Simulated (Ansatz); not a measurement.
## Settings and field gradients in Cu2O with a Cu vacancy

Cell: a supercell of Cu2O (cuprite type, Pn-3m) built from a structure deposited in the COD (the entry's cell lengths or inner coordinates differ somewhat from later room-temperature determinations), with all atoms left at the host's positions.

```xyz
47
Lattice="8.5200 0.0000 0.0000 0.0000 8.5200 0.0000 0.0000 0.0000 8.5200" Properties=species:S:1:pos:R:3 pbc="T T T"
Cu    1.0650    1.0650    5.3250
Cu    1.0650    5.3250    1.0650
Cu    1.0650    5.3250    5.3250
Cu    5.3250    1.0650    1.0650
Cu    5.3250    1.0650    5.3250
Cu    5.3250    5.3250    1.0650
Cu    5.3250    5.3250    5.3250
Cu    1.0650    3.1950    3.1950
Cu    1.0650    3.1950    7.4550
Cu    1.0650    7.4550    3.1950
Cu    1.0650    7.4550    7.4550
Cu    5.3250    3.1950    3.1950
Cu    5.3250    3.1950    7.4550
Cu    5.3250    7.4550    3.1950
Cu    5.3250    7.4550    7.4550
Cu    3.1950    3.1950    1.0650
Cu    3.1950    3.1950    5.3250
Cu    3.1950    7.4550    1.0650
Cu    3.1950    7.4550    5.3250
Cu    7.4550    3.1950    1.0650
Cu    7.4550    3.1950    5.3250
Cu    7.4550    7.4550    1.0650
Cu    7.4550    7.4550    5.3250
Cu    3.1950    1.0650    3.1950
Cu    3.1950    1.0650    7.4550
Cu    3.1950    5.3250    3.1950
Cu    3.1950    5.3250    7.4550
Cu    7.4550    1.0650    3.1950
Cu    7.4550    1.0650    7.4550
Cu    7.4550    5.3250    3.1950
Cu    7.4550    5.3250    7.4550
O     0.0000    0.0000    0.0000
O     0.0000    0.0000    4.2600
O     0.0000    4.2600    0.0000
O     0.0000    4.2600    4.2600
O     4.2600    0.0000    0.0000
O     4.2600    0.0000    4.2600
O     4.2600    4.2600    0.0000
O     4.2600    4.2600    4.2600
O     2.1300    2.1300    2.1300
O     2.1300    2.1300    6.3900
O     2.1300    6.3900    2.1300
O     2.1300    6.3900    6.3900
O     6.3900    2.1300    2.1300
O     6.3900    2.1300    6.3900
O     6.3900    6.3900    2.1300
O     6.3900    6.3900    6.3900
```

Atoms are numbered from 1 in the order listed; like atoms form one site, named after its first atom.

Reference run. The numbers come from a DFT calculation in Ansatz (PBE, plane waves and PAW, scalar-relativistic, collinear spin, 420 eV cutoff, Γ-centred 2×2×2 k-points, Fermi–Dirac smearing 0.01 eV). Start moments as typed (μB): 0 0 0 0 0 0 0 0 0 0 0 0 0 0 0 0 0 0 0 0 0 0 0 0 0 0 0 0 0 0 0 0.5 0 0 0 0 0 0 0 0.5 0 0 0 0 0 0 0 by atom.

It gives V_zz (10²¹ V/m²) O32 -5.50 (η 0.00), Cu1 -5.35 (η 0.18), among others. Each of these runs changes the input as listed (caps on SCF iterations aside):

A. kpoints.mp_grid.shift: not typed → [0.5, 0.5, 0.5]
B. scf.algorithm: not typed → density_mixing

(1) How does each run end, and how far do the gradients move?

Answers

(1) 

| run | O32 V_zz (η) | Cu1 V_zz (η) | largest change of a gradient tensor, all atoms | note |
| --- | --- | --- | --- | --- |
| A | -5.53 (0.00) | -5.18 (0.16) | 0.26 | converged |
| B | -5.50 (0.00) | -5.35 (0.18) | 0.00 | converged |

Run A moves them most, on Cu13 (V_zz from -5.15 to -4.91).

On the reference run: The defect repeats with the cell of 47 atoms, so it feels its images: sites between two images don't show the values beside a lone defect, and zeros or small values of η there can come from the images' arrangement. Cu carries a gradient in the pure host already, so the values there aren't the defect's effect alone. The defect cell has no gap above 0.1 eV on its mesh, so the values can hang on the smearing and the k-mesh. Semilocal functionals underestimate gradients at Cu(I) with two or three neighbours, in Cu₂O by a fifth to nearly a half. The start moments die out, and the run ends without spin. The neighbours have not yet relaxed around the defect (largest force 0.70 eV/Å), so a real crystal will differ.
